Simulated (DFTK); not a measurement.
MoS2, a slab with vacuum:

```xyz
3
Lattice="3.1841 0.0000 0.0000 -1.5921 2.7575 0.0000 0.0000 0.0000 17.3346" Properties=species:S:1:pos:R:3 pbc="T T T"
Mo    0.0000    0.0000    0.0000
S     0.0000    1.8384   15.7833
S     0.0000    1.8384    1.5513
```

| Item | Value |
| --- | --- |
| Program | DFTK 0.8.2 |
| Task | single point |
| Functional | PBEsol |
| Potentials or basis | dojo.nc.sr.pbesol.v0_4_1.standard.upf (PBEsol) |
| Cutoff | 1088 eV |
| k mesh | 10 × 10 × 2 |
| Occupations | fermi-dirac, width 0.05 eV |
| Spin | no spin polarisation |

On this cell: largest force 0.140 eV/Å; band gap on the k mesh 1.73 eV, indirect (least direct gap 1.93 eV).

The same run follows on a disturbed copy (atoms moved at random, drawn with an rms of 0.05 Å):

```
CELL_PARAMETERS angstrom
3.18413 0.00000 0.00000
-1.59206 2.75753 0.00000
0.00000 0.00000 17.33460
ATOMIC_POSITIONS crystal
Mo 0.00290 0.98616 0.99953
S 0.33139 0.66107 0.91056
S 0.32174 0.65518 0.08953
```

Q: What changes?

A: The energy moves by +6.8 meV/atom; largest force 0.880 eV/Å; band gap on the k mesh 1.72 eV, indirect (least direct gap 1.91 eV).

Forces in eV/Å, atoms in the order of the input:
```
Mo  -0.786  0.302  0.257
S    0.305 -0.221 -0.014
S    0.481 -0.081 -0.243
```

Stress tensor (GPa, compression positive):
```
-1.33 -0.25  0.29
-0.25 -1.53  0.23
 0.29  0.23 -0.38
```

A k mesh can miss the band edges.
